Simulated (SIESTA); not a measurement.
# CuI (Marshite) (F-43m) in SIESTA: notebook, part 2 of 2

SIESTA 5.4.2.

**4. Band structure, BLYP**

The input, run.py:

```python
from ase import Atoms
from ase.calculators.siesta import Siesta
from ase.units import Ry, GPa

atoms = Atoms(
    ['I', 'Cu'],
    cell=[
        [0.0, 3.0315, 3.0315],
        [3.0315, 0.0, 3.0315],
        [3.0315, 3.0315, 0.0],
    ],
    scaled_positions=[
        [0.0, 0.0, 0.0],
        [0.75, 0.75, 0.75],
    ],
    pbc=True,
)

fdf = {
    'SCFMustConverge': False,
    'OccupationFunction': 'FD',
    'ElectronicTemperature': '0.05 eV',
    'MaxSCFIterations': '120',
    'SCF.Mixer.Method': 'Pulay',
    'SCF.Mixer.Weight': '0.25',
    'SCF.Mixer.History': '8',
    'SCF.DM.Tolerance': '5.0e-05',
    'SCF.H.Tolerance': '1.0e-03 eV',
    'WriteForces': 'true',
    'Charge.Mulliken': 'end',
    'BandLinesScale': 'ReciprocalLatticeVectors',
    'BandLines': ['  1    0.000000   0.000000   0.000000  \\Gamma', ' 12    0.500000   0.000000   0.500000  X', '  6    0.500000   0.250000   0.750000  W', '  4    0.375000   0.375000   0.750000  K', ' 13    0.000000   0.000000   0.000000  \\Gamma', ' 11    0.500000   0.500000   0.500000  L', '  8    0.625000   0.250000   0.625000  U', '  4    0.500000   0.250000   0.750000  W', '  9    0.500000   0.500000   0.500000  L', '  8    0.375000   0.375000   0.750000  K', '  1    0.625000   0.250000   0.625000  U', '  4    0.500000   0.000000   0.500000  X'],
}
calc = Siesta(
    label="CuI",
    command="siesta < PREFIX.fdf > PREFIX.out",
    pseudo_path="pseudos",
    pseudo_qualifier="",
    xc=('GGA', 'BLYP'),
    basis_set="DZP",
    mesh_cutoff=800 * Ry,
    energy_shift=0.002 * Ry,
    kpts=[8, 8, 8],
    spin="non-polarized",
    fdf_arguments=fdf,
)
atoms.calc = calc

print(f"energy = {atoms.get_potential_energy():.6f} eV")
free = atoms.get_potential_energy(force_consistent=True)
print(f"free energy = {free:.6f} eV")
print("forces (eV/A):")
print(atoms.get_forces(apply_constraint=False).round(6))
print("stress (GPa, Voigt order, tension positive):", (atoms.get_stress() / GPa).round(4))
```

Potentials or basis: PseudoDojo 0.4 standard (PBE files), DZP (energy shift 0.002 Ry).

Run with:

```
python run.py
```

Run time: 22 s. Hardware: 1 thread of Arm Neoverse V2, shared host; peak memory 0.24 GiB.

It converged, with:

```
Free energy             : -5505.6841 eV
Pressure                : 4.8 GPa
Band gap on the k mesh  : 2.12 eV, direct
Band gap along the path : 2.12 eV, direct
```

Levels at the corners of the path, in eV from the valence-band top:
| point | band 9 | band 10 | band 11 | band 12 | band 13 | band 14 | band 15 | band 16 | band 17 | band 18 |
| --- | --- | --- | --- | --- | --- | --- | --- | --- | --- | --- |
| Γ | -1.99 | -1.99 | 0.00 | 0.00 | 0.00 | 2.12 | 5.09 | 5.09 | 5.09 | 10.53 |
| X | -1.98 | -1.89 | -1.88 | -1.57 | -1.57 | 3.16 | 3.44 | 9.88 | 10.82 | 10.82 |
| W | -2.04 | -1.98 | -1.88 | -1.72 | -1.34 | 5.05 | 5.21 | 6.80 | 7.13 | 10.94 |
| K | -2.09 | -1.95 | -1.82 | -1.60 | -1.30 | 3.61 | 5.20 | 8.48 | 8.53 | 9.58 |
| Γ | -1.99 | -1.99 | 0.00 | 0.00 | 0.00 | 2.12 | 5.09 | 5.09 | 5.09 | 10.53 |
| L | -1.95 | -1.95 | -1.88 | -0.73 | -0.73 | 2.78 | 5.70 | 5.70 | 8.24 | 12.38 |
| U | -2.09 | -1.95 | -1.82 | -1.60 | -1.30 | 3.61 | 5.20 | 8.48 | 8.53 | 9.58 |
| W | -2.04 | -1.98 | -1.88 | -1.72 | -1.34 | 5.05 | 5.21 | 6.80 | 7.13 | 10.94 |
| L | -1.95 | -1.95 | -1.88 | -0.73 | -0.73 | 2.78 | 5.70 | 5.70 | 8.24 | 12.38 |
| K | -2.09 | -1.95 | -1.82 | -1.60 | -1.30 | 3.61 | 5.20 | 8.48 | 8.53 | 9.58 |
| U | -2.09 | -1.95 | -1.82 | -1.60 | -1.30 | 3.61 | 5.20 | 8.48 | 8.53 | 9.58 |
| X | -1.98 | -1.89 | -1.88 | -1.57 | -1.57 | 3.16 | 3.44 | 9.88 | 10.82 | 10.82 |

Caveat: semicore shells carry a single zeta, which can move pressures by several GPa and volumes by a few percent; the potentials were made for another functional, which shifts forces and pressure; spin-orbit coupling is left out, which moves the levels of the heavy elements; the basis of atomic orbitals isn't converged, which shifts pressures, moduli and gaps.

**5. Band structure, PBE, non-collinear spin, zero start, spin-orbit coupling**

The input, CuI.fdf:

```
SystemName                      Marshite
SystemLabel                     CuI
NumberOfSpecies                 2
NumberOfAtoms                   2
%block ChemicalSpeciesLabel
  1  53 I
  2  29 Cu
%endblock ChemicalSpeciesLabel

LatticeConstant                 1.0 Ang
%block LatticeVectors
     0.0000000000     3.0315000000     3.0315000000
     3.0315000000     0.0000000000     3.0315000000
     3.0315000000     3.0315000000     0.0000000000
%endblock LatticeVectors
AtomicCoordinatesFormat         Fractional
%block AtomicCoordinatesAndAtomicSpecies
     0.0000000000     0.0000000000     0.0000000000  1  I
     0.7500000000     0.7500000000     0.7500000000  2  Cu
%endblock AtomicCoordinatesAndAtomicSpecies

%block kgrid.MonkhorstPack
    6   0   0  0.0
    0   6   0  0.0
    0   0   6  0.0
%endblock kgrid.MonkhorstPack
XC.Functional                   GGA
XC.Authors                      PBE
PAO.BasisSize                   TZP
PAO.EnergyShift                 0.002 Ry
Mesh.Cutoff                     800 Ry
Spin                            spin-orbit
%block DM.InitSpin
    1   0.000     0.00     0.00
    2   0.000     0.00     0.00
%endblock DM.InitSpin
WriteOrbMom                     true
OccupationFunction              FD
ElectronicTemperature           0.05 eV
MaxSCFIterations                120
SCF.MustConverge                false
SCF.Mixer.Method                Pulay
SCF.Mixer.Weight                0.25
SCF.Mixer.History               8
SCF.DM.Tolerance                5.0e-05
SCF.H.Tolerance                 1.0e-03 eV
WriteForces                     true
Charge.Mulliken                 end
BandLinesScale                  ReciprocalLatticeVectors
%block BandLines
    1    0.000000   0.000000   0.000000  \Gamma
   12    0.500000   0.000000   0.500000  X
    6    0.500000   0.250000   0.750000  W
    4    0.375000   0.375000   0.750000  K
   13    0.000000   0.000000   0.000000  \Gamma
   11    0.500000   0.500000   0.500000  L
    8    0.625000   0.250000   0.625000  U
    4    0.500000   0.250000   0.750000  W
    9    0.500000   0.500000   0.500000  L
    8    0.375000   0.375000   0.750000  K
    1    0.625000   0.250000   0.625000  U
    4    0.500000   0.000000   0.500000  X
%endblock BandLines
```

Potentials or basis: PseudoDojo 0.4 standard (PBE files, fully relativistic), TZP (energy shift 0.002 Ry).

Run with:

```
siesta CuI.fdf > CuI.out 2>&1
```

Run time: 67 s. Hardware: 1 thread of Arm Neoverse V2, shared host; peak memory 0.33 GiB.

It converged, with:

| Item | Value |
| --- | --- |
| Free energy | -5509.6354 eV |
| Pressure | 1.9 GPa |
| Band gap on the k mesh | 1.54 eV, direct |
| Band gap along the path | 1.54 eV, direct |
| Net moment | 0.00 μB per cell |

Levels at the corners of the path, in eV from the valence-band top:
```csv
point,band 24,band 25,band 26,band 27,band 28,band 29
Γ,0.00,0.00,0.00,1.54,1.54,4.80
X,-1.74,-1.60,-1.60,2.79,2.79,3.24
W,-1.79,-1.48,-1.40,4.56,4.67,4.99
K,-1.63,-1.45,-1.38,3.31,3.32,4.80
Γ,0.00,0.00,0.00,1.54,1.54,4.80
L,-0.94,-0.81,-0.81,2.51,2.51,5.42
U,-1.63,-1.45,-1.38,3.31,3.32,4.80
W,-1.79,-1.48,-1.40,4.56,4.67,4.99
L,-0.94,-0.81,-0.81,2.51,2.51,5.42
K,-1.63,-1.45,-1.38,3.31,3.32,4.80
U,-1.63,-1.45,-1.38,3.31,3.32,4.80
X,-1.74,-1.60,-1.60,2.79,2.79,3.24
```

Moments on the atoms (μB; x, y, z):
```
I   0.00 0.00 0.00
Cu  0.00 0.00 0.00
```

Caveat: semicore shells carry a single zeta, which can move pressures by several GPa and volumes by a few percent; the basis of atomic orbitals isn't converged, which shifts pressures, moduli and gaps. Expect the measured gap to be larger: semilocal functionals such as PBE lack the derivative discontinuity.

**6. Summary**

```csv
task,level,potentials or basis,spin,k mesh,broadening (eV),window to (eV),optical mesh offset,gap on the mesh (eV),pressure (GPa)
optical spectrum,PBE,"PseudoDojo 0.4 standard (PBE files), DZP (energy shift 0.002 Ry)",off,6 × 6 × 6,0.3 eV,30 eV,true,2.01,1.8
band structure,PBE,"PseudoDojo 0.4 standard (PBE files), DZ (energy shift 0.002 Ry)",off,8 × 8 × 8,-,-,-,1.72,5.3
band structure,BLYP,"PseudoDojo 0.4 standard (PBE files), DZP (energy shift 0.002 Ry)",off,8 × 8 × 8,-,-,-,2.12,4.8
band structure,PBE,"PseudoDojo 0.4 standard (PBE files, fully relativistic), TZP (energy shift 0.002 Ry)","non-collinear, zero start, SOC",6 × 6 × 6,-,-,-,1.54,1.9
```

Alike in all rows: cell as given; smearing fermi-dirac 0.05 eV; grid cutoff 800 Ry; energy shift 0.002 Ry.

Caveats: semicore shells carry a single zeta, which can move pressures by several GPa and volumes by a few percent; the basis of atomic orbitals isn't converged, which shifts pressures, moduli and gaps; spin-orbit coupling is left out, which moves the levels of the heavy elements (some runs); the basis holds too few empty states to meet the f-sum rule, so the spectrum is short of weight at high energy (some runs); spectra need much finer meshes, so this one isn't converged (some runs); independent-particle spectra lack excitons (some runs); the basis has no polarisation orbitals (some runs).

Absolute energies hang on the potentials; compare differences alone.
